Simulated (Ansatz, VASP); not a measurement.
One calculation of Zn, two programs

```
Zn
1.0
     1.36449    0.78779    2.19259
    -1.36449    0.78779    2.19259
     0.00000   -1.57557    2.19259
Zn
1
Direct
  0.50000 0.50000 0.50000
```

Alike in both runs: functional PBEsol; k mesh 24 × 24 × 24; occupations gaussian, width 0.1 eV; no spin polarisation.

Ansatz relaxed the structure, and its values are those at the end. VASP's run is a single point on that final structure, the one shown.

|  | VASP | Ansatz |
| --- | --- | --- |
| version | VASP 6.6.1 | Ansatz 0.2.0 |
| potentials or method | VASP PAW PBE potentials, release 64 (Zn) | scalar-relativistic, plane waves, PAW |
| plane-wave cutoff (eV) | 520 | 420 |
| valence electrons in the cell | 12 | 12 |

```tsv
	VASP	Ansatz	Ansatz less VASP
gap on the k mesh at the Fermi level (eV)	none	none	-
pressure (GPa)	0.5	0.0	-0.49
```

A gap of «none» marks a metal or a gap that the smearing closes.

Caveats: the PAW data sets were made with another functional, which shifts forces and pressure a little (VASP).
